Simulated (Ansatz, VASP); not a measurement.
# One calculation of BeTe, two programs

```xyz
2
Lattice="0.0000 2.7773 2.7773 2.7773 0.0000 2.7773 2.7773 2.7773 0.0000" Properties=species:S:1:pos:R:3 pbc="T T T"
Be    0.0000    0.0000    0.0000
Te    4.1660    4.1660    4.1660
```

Alike in both runs: task relaxation of cell and atoms; functional LDA; k mesh 8 × 8 × 8; no spin polarisation.

|  | VASP | Ansatz |
| --- | --- | --- |
| version | VASP 6.6.1 | Ansatz 0.2.0 |
| potentials or method | VASP PAW LDA potentials, release 64 (Be, Te) | scalar-relativistic, plane waves, PAW |
| plane-wave cutoff (eV) | 600 | 420 |
| occupations | gaussian, width 0.01 eV | fixed |
| valence electrons in the cell | 8 | 18 |

Ansatz gave:

| Quantity | Value |
| --- | --- |
| gap on the k mesh at the Fermi level, each at its own relaxed structure (eV) | 1.79 |
| relaxed volume (Å³/atom) | 21.42 |
| relaxed cell length with the largest relative difference (Å) | 3.928 |

Task: Which values does VASP return?

Result: gap on the k mesh at the Fermi level, each at its own relaxed structure (eV): 1.78; relaxed volume (Å³/atom): 21.51; relaxed cell length with the largest relative difference (Å): 3.933.

The two sets of potentials don't hold the same shells in valence.

Caveats: spin-orbit coupling is left out, which moves the levels of the heavy elements. A k mesh can miss the band edges.
